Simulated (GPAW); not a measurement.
Crystal: ZnSe (Stilleite).

```
CELL_PARAMETERS angstrom
0.00000 2.83380 2.83380
2.83380 0.00000 2.83380
2.83380 2.83380 0.00000
ATOMIC_POSITIONS crystal
Se 0.75000 0.75000 0.75000
Zn 0.00000 0.00000 0.00000
```

```yaml
Program: GPAW 26.7.0
Task: relaxation of cell and atoms
Functional: PBEsol
Dispersion: D3(BJ)
Potentials_or_basis: PAW data sets generated in the run's folder for this functional
Cutoff: 600 eV
Basis: pw
k_mesh: 8 × 8 × 8
Occupations: fermi-dirac, width 0.05 eV
Spin: no spin polarisation
```

At the start: pressure -3.1 GPa; volume 22.76 Å³/atom.

**Question.** Where does the relaxation end?

**Answer.** Over 3 steps the energy falls by 11.0 meV/atom and the volume is 21.61 Å³/atom (-5.0 %); space group F-43m (No. 216, to 0.05 Å).

Step by step:
| step | energy change (eV) | largest force (eV/Å) | pressure (GPa) | volume (Å³) |
| --- | --- | --- | --- | --- |
| 1 | 0.0000 | 0.0000 | -3.12 | 45.51 |
| 2 | -0.0076 | 0.0000 | -2.57 | 45.08 |
| 3 | -0.0219 | 0.0000 | 0.18 | 43.22 |

Final structure:
```xyz
2
Lattice="0.0000 2.7854 2.7854 2.7854 0.0000 2.7854 2.7854 2.7854 0.0000" Properties=species:S:1:pos:R:3 pbc="T T T"
Se    4.1780    4.1780    4.1780
Zn    0.0000    0.0000    0.0000
```

Caveat: later steps reuse the first step's grids.
